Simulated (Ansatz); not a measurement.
## Cubic perovskite LaAlO₃ (cubic high-temperature phase)

Method: r²SCAN-D4 in Ansatz (PAW).

Settings: plane-wave cutoff 560 eV, 10×10×10 k mesh, Fermi–Dirac smearing 0.01 eV, scalar-relativistic PAW data made under PBE.

Cell (relaxed at this level):

Space group Pm-3m (No. 221); a = b = c = 3.778 Å, α = β = γ = 90.00°

| atom | site | symmetry | x | y | z |
|---|---|---|---|---|---|
| La | 1a | m-3m | 0.0000 | 0.0000 | 0.0000 |
| Al | 1b | m-3m | 0.5000 | 0.5000 | 0.5000 |
| O | 3c | 4/mm.m | 0.0000 | 0.5000 | 0.5000 |

```
Item                                          Result
-------------------------------------------  -------
bulk modulus B0                              215 GPa
band gap                                     4.03 eV
smallest direct gap on the k points sampled  4.14 eV
pressure derivative B′ of the bulk modulus       4.2
```

Measured, for comparison: bulk modulus 215 ± 4 GPa (room temperature, no zero-point or thermal correction, cubic phase above 14 GPa, extrapolated to zero pressure; as tabulated in Guennou et al. (2011), arXiv:1105.1276). Computed (rounded) less measured: bulk modulus 0.0 % (inside the measured uncertainty).

Note: the relaxation could not lower the start's symmetry, so the cell can be a saddle point above a distorted one.

Spin–orbit coupling is not included.

The computed numbers hold no vibrational or temperature effects.

It cost very roughly 60 core-seconds of CPU time.

Ansatz is an electronic-structure program.
